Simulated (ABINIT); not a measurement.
GaN:

```
Ga N
1.0
     0.00000    2.25350    2.25350
     2.25350    0.00000    2.25350
     2.25350    2.25350    0.00000
Ga N
1 1
Cartesian
  0.0000 0.0000 0.0000
  1.1268 1.1268 1.1268
```

The cell is a database's computed one.

Base run:

```yaml
Program: ABINIT 10.8.3 (patched build)
Functional: RPBE
Potentials_or_basis: JTH PAW PBE v2.0
Cutoff: 680 eV
k_mesh: 10 × 10 × 10
Occupations: fermi-dirac, width 0.05 eV
Spin: no spin polarisation
```

Its results: band gap on the k mesh 1.74 eV, direct.

Q: The run is repeated on the same cell with these changes: functional from RPBE to HCTH407. What comes out?

A: Band gap on the k mesh 2.02 eV, direct.

A k mesh can miss the band edges.

Not every run made on this cell is shown here.
